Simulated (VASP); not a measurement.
**Ta: relaxation of cell and atoms with r2SCAN**

The system is Ta.

```
Ta
1.0
    -1.65128    1.65128    1.65128
     1.65128   -1.65128    1.65128
     1.65128    1.65128   -1.65128
Ta
1
Direct
  0.00000 0.00000 0.00000
```

```
Program                : VASP 6.6.1
Task                   : relaxation of cell and atoms
Functional             : r2SCAN
Potentials or basis    : VASP PAW PBE potentials, release 64 (Ta_pv)
Cutoff                 : 600 eV
k mesh                 : 16 × 16 × 16
Occupations            : methfessel-paxton, width 0.1 eV
Spin                   : no spin polarisation
Further INCAR settings : ALGO = Normal; EDIFF = 1e-06; IBRION = 2; EDIFFG = -0.01; NSW = 90; ISIF = 3
```

```json
{
 "Relaxed volume": "18.14 Å³/atom",
 "Relaxed cell": "a = 2.867 Å, b = 2.867 Å, c = 2.867 Å, α = 109.47°, β = 109.47°, γ = 109.47°",
 "Space group after relaxing (to 0.05 Å)": "Im-3m (No. 229)",
 "Energy gained by relaxing": "0.6 meV/atom",
 "Ionic steps": "3",
 "Pressure after relaxing": "0.0 GPa",
 "Band gap on the k mesh": "none (metal or under the smearing width)"
}
```

The path:
| step | energy change (eV) | largest force (eV/Å) | pressure (GPa) | volume (Å³) |
| --- | --- | --- | --- | --- |
| 1 | 0.0000 | 0.0000 | 1.43 | 18.01 |
| 2 | 0.0023 | 0.0000 | -3.10 | 18.43 |
| 3 | -0.0006 | 0.0000 | 0.00 | 18.14 |

Final structure:
```cif
data_structure
_symmetry_space_group_name_H-M 'P 1'
_symmetry_Int_Tables_number 1
_cell_length_a 2.8669
_cell_length_b 2.8669
_cell_length_c 2.8669
_cell_angle_alpha 109.471
_cell_angle_beta 109.471
_cell_angle_gamma 109.471
_cell_volume 18.14
loop_
_atom_site_label
_atom_site_type_symbol
_atom_site_fract_x
_atom_site_fract_y
_atom_site_fract_z
_atom_site_occupancy
Ta1 Ta 0.00000 0.00000 0.00000 1
```

Levels at points of the mesh, in eV from the Fermi level:
| k point | band 3 | band 4 | band 5 | band 6 | band 7 | band 8 |
| --- | --- | --- | --- | --- | --- | --- |
| (0.00, 0.00, 0.00) | -34.24 | -8.28 | 0.86 | 0.86 | 0.86 | 4.32 |
| (0.50, 0.00, 0.00) | -34.25 | -4.50 | -1.52 | 1.46 | 4.19 | 5.25 |
| (0.50, 0.50, 0.50) | -35.07 | -3.88 | -3.88 | 7.07 | 7.07 | 7.07 |

It took 3.7 min on 1 thread of Intel(R) Xeon(R) Platinum 8259CL CPU @ 2.50GHz (Skylake/Cascade Lake), with other jobs on the host, peak memory 0.18 GiB.

Caveat: the PAW data sets were made with another functional, which shifts forces and pressure a little. Spin-orbit coupling is left out, which matters for the levels of Ta.
